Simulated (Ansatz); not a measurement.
# Ti6H: the cost of one run

Program: Ansatz 0.2.0. Level of theory: DFT PBEsol, plane waves, PAW, scalar-relativistic, no spin polarisation. These are calculated values, not measurements.

## (1) The structure to begin with

The cell holds 14 atoms (H2Ti12): a = 5.900 Å, b = 5.900 Å, c = 17.685 Å, α = 90.00°, β = 90.00°, γ = 60.00°.

Structure file:

```cif
data_structure
_symmetry_space_group_name_H-M 'P 1'
_symmetry_Int_Tables_number 1
_cell_length_a 5.9000
_cell_length_b 5.9000
_cell_length_c 17.6846
_cell_angle_alpha 90.000
_cell_angle_beta 90.000
_cell_angle_gamma 60.000
_cell_volume 533.13
loop_
_atom_site_label
_atom_site_type_symbol
_atom_site_fract_x
_atom_site_fract_y
_atom_site_fract_z
_atom_site_occupancy
Ti1 Ti 0.00000 0.00000 0.05655 1
Ti2 Ti 0.50000 0.00000 0.05655 1
Ti3 Ti 0.00000 0.50000 0.05655 1
Ti4 Ti 0.50000 0.50000 0.05655 1
Ti5 Ti 0.83333 0.33333 0.18899 1
Ti6 Ti 0.33333 0.33333 0.18899 1
Ti7 Ti 0.83333 0.83333 0.18899 1
Ti8 Ti 0.33333 0.83333 0.18899 1
Ti9 Ti 0.00000 0.00000 0.32144 1
Ti10 Ti 0.50000 0.00000 0.32144 1
Ti11 Ti 0.00000 0.50000 0.32144 1
Ti12 Ti 0.50000 0.50000 0.32144 1
H1 H 0.23936 0.75491 0.58453 1
H2 H 0.09712 0.87403 0.58453 1
```

## (2) The run

200 steps of 0.5 fs at constant energy.

input.yaml reads:

```yaml
accuracy: low
crystal:
  lattice:
    - [5.9, 0.0, 0.0]
    - [2.95, 5.10955, 0.0]
    - [0.0, 0.0, 17.6846]
  atoms:
    - { symbol: Ti, position: [0.0, 0.0, 0.0565464] }
    - { symbol: Ti, position: [0.5, 0.0, 0.0565464] }
    - { symbol: Ti, position: [0.0, 0.5, 0.0565464] }
    - { symbol: Ti, position: [0.5, 0.5, 0.0565464] }
    - { symbol: Ti, position: [-0.1666667, 0.3333333, 0.1889949] }
    - { symbol: Ti, position: [0.3333333, 0.3333333, 0.1889949] }
    - { symbol: Ti, position: [-0.1666667, 0.8333333, 0.1889949] }
    - { symbol: Ti, position: [0.3333333, 0.8333333, 0.1889949] }
    - { symbol: Ti, position: [0.0, 0.0, 0.3214435] }
    - { symbol: Ti, position: [0.5, 0.0, 0.3214435] }
    - { symbol: Ti, position: [0.0, 0.5, 0.3214435] }
    - { symbol: Ti, position: [0.5, 0.5, 0.3214435] }
    - { symbol: H, position: [0.2393579, 0.7549141, 0.5845282] }
    - { symbol: H, position: [0.0971163, 0.8740269, 0.5845282] }
basis:
  ecutwfc: 250.0
kpoints:
  mp_grid: { grid: [3, 3, 1] }
hamiltonian:
  xc: pbesol
  pseudopotentials: { kind: paw, azcp: { folder: soft_1 } }
scf:
  occupations: { method: fermi_dirac, width: 0.05 }
  lower_state_search: "off"
  max_iter: 78
md:
  timestep: 0.5
  n_steps: 200
  ensemble: nve
  initial_velocities: zero
  seed: 378821
  initial_site_velocities:
    - { site: 12, velocity: [0.0, 0.0, -0.030939] }
    - { site: 13, velocity: [0.0, 0.0, -0.030939] }
  constraints: [{ sites: [0, 1, 2, 3] }]
```

Run with:

```sh
$ ansatz run input.yaml --threads 2 --pin off --max-ram 5120MiB --backend cpu --events-out ev --progress --plain --runs-dir out
```

**Question.** How long does this run take on 2 threads of Arm Neoverse V2, shared host, and how much memory does it need?

About 9.5 min, with a peak of 0.65 GiB.
